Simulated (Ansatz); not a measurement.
# Ga: one crystal by all-electron and frozen-core methods, part 2 of 2

The same cell of Ga is computed with full-potential LAPW, PAW with frozen cores and all-electron PAW on datasets made for the crystal, to set the results side by side.

Ansatz 0.2.0; DFT PBE; a database cell (COD). «Crystal datasets» are all-electron PAW datasets made for this crystal.

### Step 3. PAW with frozen cores

input.yaml

```yaml
crystal:
  lattice:
    - [2.25535, -3.8224, 0.0]
    - [2.25535, 3.8224, 0.0]
    - [0.0, 0.0, 4.5167]
  atoms:
    - { symbol: Ga, position: [0.1525, 0.8475, 0.0785] }
    - { symbol: Ga, position: [0.6525, 0.3475, 0.4215] }
    - { symbol: Ga, position: [0.8475, 0.1525, 0.9215] }
    - { symbol: Ga, position: [0.3475, 0.6525, 0.5785] }
kpoints:
  mp_grid: { grid: [11, 11, 9] }
  band_path:
    path:
      - [0.0, 0.0, 0.0]
      - [-0.5, 0.5, 0.0]
      - [-0.337035342, 0.662964658, 0.0]
      - [0.337035342, 0.337035342, 0.0]
      - [0.0, 0.0, 0.0]
      - [0.0, 0.0, 0.5]
      - [0.337035342, 0.337035342, 0.5]
      - [-0.337035342, 0.662964658, 0.5]
      - [-0.5, 0.5, 0.5]
    npoints: 14
scf:
  occupations: { method: fermi_dirac, width: 0.03 }
hamiltonian:
  xc: pbe
  pseudopotentials: { kind: paw }
output:
  forces: true
  stress: true
  eigenvalues: true
  efg: { contact_densities: true }
  populations: true
  bader: true
  dos: { projected: true, de: 0.2, e_range: [-14, 8] }
  write_density: true
  write_potential: true
  elf: true
  volumetric_format: npy
```

Run with:

```bash
$ ansatz run input.yaml --threads 1 --pin off --max-ram 3072MiB --backend cpu --events-out ev --progress --plain --runs-dir out
```

Log:

```text
Engine: ansatz 0.2.0
Pseudopotentials: kind: paw
Pseudopotential: Ga, paw, valence charge 13, recommended cutoff 420 eV (normal)
Functional definition: PBE
  parameter kappa = 0.804
  parameter beta = 0.06672455060314922
  exchange = pbe_x(kappa = kappa, mu = beta*pi^2/3)
  correlation = pbe_c(beta = beta)
Crystal: 4 atoms, lattice volume = 77.876 Å³
Basis set: ecut = 420 eV, 1517 PW (Γ), exchange–correlation on 60×60×64 points (8 copies of the dense FFT grid, shifted against one another)
Bands: 32, of which v1, the nominal top of the filled ones, is band 26 counted from 1 (25 counted from 0)
Symmetry: 8 space group operations
Space group: Cmce (ITA 64), of the structure as read, at distance tolerance 4.3e-5 Å
k-points: 180 of 1089
Non-local potential: Ga, projectors of the file, l = 0: 2, l = 1: 2, l = 2: 3, l = 3: 1
PAW form: soft (Blöchl's): semilocal exchange-correlation on the pseudo side does not see the compensation charge
PAW one-centre angular grid: Ga, 590 points (default); XC on 64 Gauss nodes
Initial density: superposition of atomic densities (neutral atoms: chi_scale 0, normalization atom), corrected by the library's trained network
Initial wavefunctions: pseudopotential atomic-orbital guess
Functional: x = pbe(κ = 0.804, μ = 0.2195149727645171), c = pbe(β = 0.06672455060314922)
SCF iter   1: F=—  HF=-15132.035133 eV  |F-HF|=—  |Δ(HF+E_count)|=         —  Δρ=1.45e-3  dr2=1.56e-3  ethr=1.77e-3  ⟨swp⟩=6.2  Hψ=22435  notcnv=0  defer=6
preconditioner: auto → Kerker (q_TF=auto, 2.551 Å⁻¹)  [metal: Δε(μ)=0.026 eV  Ē_g=16.144 eV  σ=0.030 eV  W_gap=0.21  n_scr=20 (ndim 8)  ℏωp=30.3 eV  f_vac=0.005  D(μ)=0.91/eV (n_scr^D=2)]
SCF iter   2: F=—  HF=-15132.032803 eV  |F-HF|=—  |Δ(HF+E_count)|=   2.33e-3  Δρ=9.16e-4  dr2=7.08e-4  ethr=3.00e-6  ⟨swp⟩=2.0  Hψ=11196  notcnv=0  defer=41
SCF iter   3: F=—  HF=-15132.032640 eV  |F-HF|=—  |Δ(HF+E_count)|=   1.63e-4  Δρ=5.30e-4  dr2=3.17e-4  ethr=1.36e-6  ⟨swp⟩=2.0  Hψ=9137  notcnv=0  defer=41
SCF iter   4: F=—  HF=-15132.032652 eV  |F-HF|=—  |Δ(HF+E_count)|=   1.26e-5  Δρ=2.68e-4  dr2=5.99e-5  ethr=6.10e-7  ⟨swp⟩=3.0  Hψ=10274  notcnv=0  defer=41
SCF iter   5: F=—  HF=-15132.032653 eV  |F-HF|=—  |Δ(HF+E_count)|=   1.06e-6  Δρ=1.45e-4  dr2=9.90e-6  ethr=1.15e-7  ⟨swp⟩=3.0  Hψ=10271  notcnv=0  defer=41
SCF iter   6: F=—  HF=-15132.032650 eV  |F-HF|=—  |Δ(HF+E_count)|=   3.48e-6  Δρ=2.08e-5  dr2=2.99e-7  ethr=1.90e-8  ⟨swp⟩=2.0  Hψ=10173  notcnv=0  defer=41
SCF iter   7: F=-15132.032650 eV  HF=-15132.032650 eV  |F-HF|=1.04e-7  |Δ(HF+E_count)|=   4.92e-8  Δρ=1.38e-5  dr2=7.96e-8  ethr=1.92e-10  ⟨swp⟩=11.3  Hψ=45612  notcnv=0
SCF 1 converged in 7 iterations: F = -15132.032650 eV  dr2 = 7.96e-8
  Residual-converged pass: ⟨swp⟩=1.0  Hψ=6483  notcnv=0  max |occ|·‖R‖ = 7.1e-9 eV (tolerance 1.0e-8 eV)  dr2=7.96e-8  dr2_onsite=6.32e-8  max |Δocc| = 4.1e-10
NSCF: frozen V_eff on 113 k-points
SCF converged after 7 iterations
Free energy (F): -15132.032650 eV
Harris-Foulkes:  -15132.032650 eV  (|F-HF|=1.04e-7)
Internal energy: -15132.029887 eV  (E = F + TS)
E sigma→0 (E₀):  -15132.031268 eV
Entropy (-TS):   -0.002763 eV (-0.691 meV/atom)
Fermi energy:    9.162735 eV
--- Per-component energies (eV) ---
  E_band       = -175.165580
  E_kinetic    = 461.628609
  E_local      = -7562.654368  (includes V_loc(G=0)·N_el)
  E_nonlocal   = 1690.527033
  E_hartree    = 3548.307219
  E_xc         = -277.740860
  E_vxc        = -233.314474  (∫ρ·V_xc dr)
  E_paw        = -7945.372133  (= ΣΔE_a)
  E_vpaw       = -1627.998632  (= ΣTr[D̂ρ^β])
  E_aug_tail   = -0.000406  (compensation charges beyond the density's cutoff)
  E_ewald      = -5046.724981
  E_smearing   = -0.002763  (= −TS)
  E_closure    = 0.000000  (closes the sum)
  Σ components = -15132.032650   (vs F -15132.032650, Δ=0.00e0)
--- Forces (eV/Å), atoms counted from 1 ---
  atom   1  Ga     0.00000000    -0.44830090     0.12241357
  atom   2  Ga    -0.00000000    -0.44830090    -0.12241357
  atom   3  Ga     0.00000000     0.44830090    -0.12241357
  atom   4  Ga     0.00000000     0.44830090     0.12241357
  max |Σ_I F_I| component: 1.39e-17 eV/Å
--- Stress (GPa, compression-positive) ---
        1.436791       0.000000       0.000000
        0.000000       4.076945       0.000000
        0.000000       0.000000       1.405333
  P = ⅓ Tr σ = 2.3064 GPa (23.064 kbar)
--- PAW observables at the nuclei: V_zz in 10²¹ V/m², potentials from the cell's mean, atoms counted from 1 ---
  atom   1  Ga V_zz =    -5.316485   η = 0.1198   by run symmetry: allowed
            electrostatic potential = -4132.372793 V   contact ρ = 187432.077259 e/Å³
  atom   2  Ga V_zz =    -5.316485   η = 0.1198   by run symmetry: allowed
            electrostatic potential = -4132.372793 V   contact ρ = 187432.077259 e/Å³
  atom   3  Ga V_zz =    -5.316485   η = 0.1198   by run symmetry: allowed
            electrostatic potential = -4132.372793 V   contact ρ = 187432.077259 e/Å³
  atom   4  Ga V_zz =    -5.316485   η = 0.1198   by run symmetry: allowed
            electrostatic potential = -4132.372793 V   contact ρ = 187432.077259 e/Å³
--- Band table (eV; the first three rows and the last of 180) ---
  k-point 0: bands = ["-5.9998", "-5.9922", "-5.9905", "-5.9663", "-5.9111", "-5.8800", "-5.8341", "-5.7729", "-5.7676", "-5.7413", "-5.7322", "-5.7234", "-5.7170", "-5.6944", "-5.6591", "-5.6057", "-5.5475", "-5.5266", "-5.5249", "-5.4176", "-1.9195", "4.7955", "5.4609", "7.4686", "7.5637", "8.2521", "10.0553", "10.0903", "10.1029", "14.2716", "14.5945", "15.8393"]
  k-point 1: bands = ["-6.0115", "-5.9845", "-5.9768", "-5.9689", "-5.9109", "-5.8785", "-5.8367", "-5.8021", "-5.7577", "-5.7510", "-5.7395", "-5.7104", "-5.6986", "-5.6882", "-5.6706", "-5.5952", "-5.5475", "-5.5267", "-5.5257", "-5.4223", "-1.8279", "3.7298", "6.5245", "7.5509", "7.6565", "8.3159", "9.8896", "10.1253", "10.4686", "13.5355", "13.9991", "15.0362"]
  k-point 2: bands = ["-6.0161", "-5.9749", "-5.9670", "-5.9652", "-5.9098", "-5.8806", "-5.8318", "-5.8293", "-5.7825", "-5.7807", "-5.7133", "-5.6977", "-5.6973", "-5.6867", "-5.6522", "-5.5760", "-5.5472", "-5.5280", "-5.5279", "-5.4367", "-1.5531", "2.4764", "7.7085", "7.7970", "7.9307", "8.4948", "9.8565", "10.1770", "10.9098", "12.7654", "13.0796", "13.8108"]
  k-point 179: bands = ["-6.0411", "-6.0108", "-5.9625", "-5.9617", "-5.9415", "-5.9238", "-5.8786", "-5.8520", "-5.7678", "-5.7366", "-5.6876", "-5.6836", "-5.6468", "-5.6331", "-5.6255", "-5.6076", "-5.5353", "-5.5256", "-5.4868", "-5.4741", "1.2330", "1.9322", "3.5020", "3.9689", "7.5157", "8.0501", "8.3787", "8.5915", "14.9430", "15.6738", "16.9713", "17.2752"]
--- Löwdin populations: 4 sites ---
  site symbol       q [e]
     0     Ga     12.9821
     1     Ga     12.9821
     2     Ga     12.9821
     3     Ga     12.9821
  spilling = 0.001379 (of n_electrons = 52.000000)
--- Bader charges: 4 sites ---
  site symbol  charge [e]  shift [e]
     0     Ga      0.0000     0.0000
     1     Ga      0.0000     0.0000
     2     Ga      0.0000     0.0000
     3     Ga      0.0000     0.0000
  estimated error of the sums over rays = 2.6e-4 e
```

Run time: 90 s. Hardware: 1 thread of Intel Xeon Platinum 8488C (Sapphire Rapids), shared host.

This run gives: pressure 2.31 GPa; no gap; largest force 0.465 eV/Å; Vzz Ga1 -5.32 (η = 0.12) (10²¹ V/m²).

| atom | Bader charge (e) | basin volume (Å³) |
| --- | --- | --- |
| Ga1 | +0.00 | 19.47 |

The fields are shown in the conventional cell of this run's space group, carried over from its grid by interpolation.

Density in a lattice plane of the grid's cell (edges 7.64 and 4.52 Å, at 0.000 of the third edge), which holds Ga.

Ten even steps from '0' (0.03 e/Å³) to '9' (41.63 e/Å³):
```
001792000000000000000000
000110000000000000000000
000000000000000000000000
000000000000000110000000
000000000000001792000000
000000002200000220000000
000000029710000000000000
000000001100000000000000
000000000000000000000000
000000000000000000001100
000000000000000000029710
000220000000000000002200
```
Columns run along the first of these edges and rows up along the second, over one cell in 24 and 12 even steps from the bottom left corner. Atoms in the plane (fractional): Ga at (0.85, 0.08), Ga at (0.35, 0.42), Ga at (0.15, 0.92), Ga at (0.65, 0.58).

ELF in the same plane.

Values, 8 rows by 12 columns:
```
0.54 0.15 0.05 0.26 0.26 0.07 0.09 0.28 0.46 0.43 0.29 0.36
0.38 0.28 0.26 0.34 0.33 0.24 0.37 0.28 0.25 0.34 0.33 0.24
0.09 0.28 0.45 0.43 0.29 0.36 0.54 0.15 0.07 0.26 0.26 0.07
0.04 0.11 0.34 0.27 0.03 0.21 0.62 0.21 0.03 0.27 0.34 0.11
0.09 0.07 0.26 0.26 0.07 0.15 0.54 0.36 0.29 0.43 0.45 0.28
0.38 0.24 0.33 0.34 0.25 0.28 0.37 0.24 0.33 0.34 0.26 0.28
0.54 0.36 0.29 0.43 0.46 0.28 0.09 0.07 0.26 0.26 0.05 0.15
0.62 0.21 0.03 0.27 0.34 0.11 0.04 0.11 0.34 0.27 0.03 0.21
```
Columns run along the first of these edges and rows up along the second, over one cell in 12 and 8 even steps from the bottom left corner. Atoms in the plane (fractional): Ga at (0.85, 0.08), Ga at (0.35, 0.42), Ga at (0.15, 0.92), Ga at (0.65, 0.58).

Both are smooth fields of the valence electrons: close to the nuclei they are not physical.

Outside the cores ELF peaks at 0.63 on the Ga–Ga line, 1.3 Å from Ga; 0.62 between the atoms, 1.3 Å from Ga.

### Step 4. All-electron PAW on datasets made for the crystal

Edit input.yaml of step 3 so:

```diff
@@ -23,3 +23,3 @@
       - [-0.5, 0.5, 0.5]
-    npoints: 14
+    npoints: 8
 scf:
@@ -28,3 +28,3 @@
   xc: pbe
-  pseudopotentials: { kind: paw }
+  pseudopotentials: { kind: all_electron, datasets: crystal }
 output:
@@ -34,8 +34 @@
   efg: { contact_densities: true }
-  populations: true
-  bader: true
-  dos: { projected: true, de: 0.2, e_range: [-14, 8] }
-  write_density: true
-  write_potential: true
-  elf: true
-  volumetric_format: npy
```

Run with:

```bash
$ ansatz run input.yaml --threads 1 --pin off --max-ram 3072MiB --backend cpu --events-out ev --progress --plain --runs-dir out
```

Log (excerpt; [...] marks lines left out):

```text
[...]
[... 1 set-up line as earlier in the session ...]
Pseudopotential: Ga, paw, valence charge 13, recommended cutoff 320 eV (normal), Koelling and Harmon's equation, gaussian nucleus
[... 1 set-up line as earlier in the session ...]
[...]
Crystal: 4 atoms, lattice volume = 77.876 Å³
Basis set: ecut = 320 eV, 1045 PW (Γ), exchange–correlation on 54×54×54 points (8 copies of the dense FFT grid, shifted against one another)
Bands: 32, of which v1, the nominal top of the filled ones, is band 26 counted from 1 (25 counted from 0)
[... 2 set-up lines as earlier in the session ...]
k-points: 180 of 1089
[...]
SCF iter   1: F=—  HF=-211599.397249 eV  |F-HF|=—  |Δ(HF+E_count)|=         —  Δρ=2.67e-2  dr2=4.85e-1  ethr=9.95e-4  ⟨swp⟩=3.5  Hψ=29033  notcnv=0
[...]
--- Stress (GPa, compression-positive) ---
        1.458814       0.000000       0.000000
        0.000000       4.083894       0.000000
        0.000000       0.000000       1.429797
  P = ⅓ Tr σ = 2.3242 GPa (23.242 kbar)
--- PAW observables at the nuclei: V_zz in 10²¹ V/m², potentials from the cell's mean, atoms counted from 1 ---
  atom   1  Ga V_zz =    -5.340867   η = 0.1171   by run symmetry: allowed
            electrostatic potential = -4132.365047 V   contact ρ = 187501.783514 e/Å³
  atom   2  Ga V_zz =    -5.340867   η = 0.1171   by run symmetry: allowed
            electrostatic potential = -4132.365047 V   contact ρ = 187501.783514 e/Å³
  atom   3  Ga V_zz =    -5.340867   η = 0.1171   by run symmetry: allowed
            electrostatic potential = -4132.365047 V   contact ρ = 187501.783514 e/Å³
  atom   4  Ga V_zz =    -5.340867   η = 0.1171   by run symmetry: allowed
            electrostatic potential = -4132.365047 V   contact ρ = 187501.783514 e/Å³
--- Band table (eV; the first three rows and the last of 180) ---
[...]
```

Wall time 75 s (1 thread of Intel Xeon Platinum 8488C (Sapphire Rapids), shared host).

Read from it: pressure 2.32 GPa; no gap; largest force 0.463 eV/Å; Vzz Ga1 -5.34 (η = 0.12) (10²¹ V/m²).

| atom | contact density (e/Å³) |
| --- | --- |
| Ga1 | 187501.8 |

### Step 5. Side by side

| method | pressure (GPa) | largest force (eV/Å) | Vzz Ga1 (10²¹ V/m²) | SCF cycles, all passes |
| --- | --- | --- | --- | --- |
| LAPW | 2.33 | 0.463 | – | 7 |
| PAW | 2.31 | 0.465 | -5.32 | 7 |
| crystal datasets | 2.32 | 0.463 | -5.34 | 9 |

### Step 6. Outcome

The summary covers parts 1 to 2.

| quantity | value |
| --- | --- |
| pressure | LAPW 2.33, PAW 2.31, crystal datasets 2.32 GPa |
| gap (LAPW) | none |
| largest force | LAPW 0.463, PAW 0.465, crystal datasets 0.463 eV/Å |
| Bader charges (PAW) | Ga1 +0.00 e |
| highest ELF (PAW) | 0.63, 1.28 Å from Ga |

**Reading.** The pressure of 2.3 GPa pushes the cell to expand, with the atoms held in place. There is no gap at this level; the crystal is a metal here. Ga 4p carries the largest share, 83 %, of the projected states within 0.3 eV of the Fermi level. The projection holds only the free atom's occupied shells (Ga 4s, Ga 4p in this range). The field gradient at Ga1, the largest by crystal datasets, is -5.32 by PAW and -5.34 by crystal datasets (10²¹ V/m²), within 5 %. PAW lies -0.02 GPa from LAPW in pressure. The forces differ by at most 2 meV/Å in a component, on a largest force of 0.463 eV/Å. LAPW took about 2.6 times as long as PAW (3.9 min against 90 s, on a shared host and with the outputs that each input asks for).
